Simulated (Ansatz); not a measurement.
The system is Al2Cu (Khatyrkite).

```
Cu Al
1.0
    -3.03350    3.03350    2.43850
     3.03350   -3.03350    2.43850
     3.03350    3.03350   -2.43850
Cu Al
2 4
Direct
  0.25000 0.25000 0.00000
  0.75000 0.75000 0.00000
  0.34190 0.15810 0.50000
  0.84190 0.34190 0.18380
  0.65810 0.84190 0.50000
  0.15810 0.65810 0.81620
```

* Program: Ansatz 0.2.0
* Task: relaxation of cell and atoms
* Functional: LDA
* Potentials or basis: Ansatz PAW
* Cutoff: 420 eV (not typed: the program's choice for these potentials)
* k mesh: 7 × 7 × 7
* Occupations: fermi-dirac, width 0.05 eV
* Spin: no spin polarisation

At the start: volume 14.96 Å³/atom.

Question: How do energy, volume and symmetry change on relaxing?

Answer: It ends after 5 steps and the volume is 14.05 Å³/atom (-6.1 %); space group I4/mcm (No. 140, to 0.05 Å).

The path:
```csv
step,energy change (eV),largest force (eV/Å),volume (Å³)
1,0.0000,0.1007,89.76
2,-0.1117,0.1226,85.23
3,-0.1189,0.0061,84.17
4,-0.1193,0.0039,84.29
5,-0.1175,0.0038,84.29
```

Final structure:
```xyz
6
Lattice="-2.9676 2.9676 2.3927 2.9676 -2.9676 2.3927 2.9676 2.9676 -2.3927" Properties=species:S:1:pos:R:3 pbc="T T T"
Cu    0.0000    0.0000    1.1964
Cu    0.0000    0.0000    3.5891
Al    0.9444    2.0232    0.0000
Al   -0.9444    2.0232    2.3927
Al    2.0232    0.9444    2.3927
Al    3.9121    0.9444    0.0000
```

Caveat: the plane-wave basis is chosen anew once the cell has moved, so the energies of steps on either side of that aren't comparable; the PAW data sets come from PBE, with cores solved anew for the run's functional, which leaves a small shift of forces and pressure.
